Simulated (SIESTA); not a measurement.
The system is CdO (Monteponite).

```
Cd O
1.0
     0.00000    2.34950    2.34950
     2.34950    0.00000    2.34950
     2.34950    2.34950    0.00000
Cd O
1 1
Direct
  0.00000 0.00000 0.00000
  0.50000 0.50000 0.50000
```

Program: SIESTA 5.4.2. Alike in all runs: task band structure; no spin polarisation; cell as given; k mesh 10 × 10 × 10; smearing fermi-dirac 0.05 eV; grid cutoff 800 Ry; energy shift 0.002 Ry.

Task: Order these runs on this cell by their pressure, lowest first.
A. level vdW-DF-C09; potentials or basis PseudoDojo 0.4 standard (PBE files), DZP (energy shift 0.002 Ry)
B. level SVWN5; potentials or basis PseudoDojo 0.4 standard (LDA files), DZP (energy shift 0.002 Ry)
C. level B86bPBE; potentials or basis PseudoDojo 0.4 standard (PBE files), DZP (energy shift 0.002 Ry)

Result: B (-5.2 GPa), A (0.5 GPa), C (7.9 GPa).

Caveats: semicore shells carry a single zeta, which can move pressures by several GPa and volumes by a few percent; the basis of atomic orbitals isn't converged, which shifts pressures, moduli and gaps; the potentials were made for another functional, which shifts forces and pressure (some runs).

Runs at the PBE level aren't shown here.
